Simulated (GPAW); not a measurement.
A run of GPAW 26.7.0:

The input run.py:

```python
from ase.calculators.mixing import SumCalculator
from ase.filters import FrechetCellFilter
from ase.io import write
from ase.optimize import BFGS
from ase.spacegroup import crystal
from dftd3.ase import DFTD3
from gpaw import GPAW, PW

# Cd 2b
# S 2b
atoms = crystal(['Cd', 'S'],
                basis=[[0.6666666667, 0.3333333333, 0.5],
                       [0.6666666667, 0.3333333333, 0.875]],
                spacegroup=186, setting=1,  # P6_3mc
                cellpar=[4.15, 4.15, 6.737, 90.0, 90.0, 120.0],
                primitive_cell=True)

calc = GPAW(mode=PW(600),
            xc='MGGA_X_REVTPSS+MGGA_C_REVTPSS',
            kpts={'size': (5, 5, 3), 'gamma': True},
            occupations={'name': 'fermi-dirac', 'width': 0.05},
            nbands=31,
            convergence={'density': 1e-05, 'energy': 1e-05},
            eigensolver='davidson',
            maxiter=150,
            txt='gpaw.txt')
atoms.calc = SumCalculator([calc, DFTD3(method='revtpss', damping='d3zero')])
opt = BFGS(FrechetCellFilter(atoms), trajectory='relax.traj', logfile='-')
done = opt.run(fmax=0.02, steps=60)
calc.write('gs.gpw')
write('result.traj', atoms)
print('Converged:', done)
print('Cell:', atoms.cell.cellpar().round(4))
print('Volume:', round(atoms.get_volume(), 4))
print(atoms.get_scaled_positions().round(5))
```

Potentials or basis: GPAW PAW data sets (gpaw-data 1.2.1), pw.

The run is started by

```console
$ OMP_NUM_THREADS=1 python run.py
```

Hardware: 1 thread of AMD EPYC 9R45 96-Core Processor (Zen 5) (shared host).

**Question.** How long does it take, and how much memory?

**Answer.** It took 5.7 min on 1 thread of AMD EPYC 9R45 96-Core Processor (Zen 5), on a shared host, peak memory 1.4 GiB. Counts: scf iterations 195, plane waves 3372, bands 31, k points 12, ion steps 12.
